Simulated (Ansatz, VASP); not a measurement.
# MgS (Niningerite) in VASP and in Ansatz

```
Mg S
1.0
     0.00000    2.56447    2.56447
     2.56447    0.00000    2.56447
     2.56447    2.56447    0.00000
Mg S
1 1
Direct
  0.00000 0.00000 0.00000
  0.50000 0.50000 0.50000
```

Alike in both runs: functional LDA; k mesh 8 × 8 × 8; occupations fermi-dirac, width 0.02 eV; no spin polarisation.

Ansatz relaxed the structure, and its values are those at the end. VASP's run is a single point on that final structure, the one shown.

|  | VASP | Ansatz |
| --- | --- | --- |
| version | VASP 6.6.1 | Ansatz 0.2.0 |
| potentials or method | VASP PAW LDA potentials, release 64 (Mg, S) | PAW plane waves |
| plane-wave cutoff (eV) | 520 | 420 |
| valence electrons in the cell | 8 | 16 |

|  | VASP | Ansatz | Ansatz less VASP |
| --- | --- | --- | --- |
| gap on the k mesh at the Fermi level (eV) | 2.65 | 2.65 | +0.001 |
| pressure (GPa) | -0.6 | 0.0 | +0.62 |

The two sets of potentials don't hold the same shells in valence. Ansatz warned: «pseudo_functional_mismatch».

A k mesh can miss the band edges.
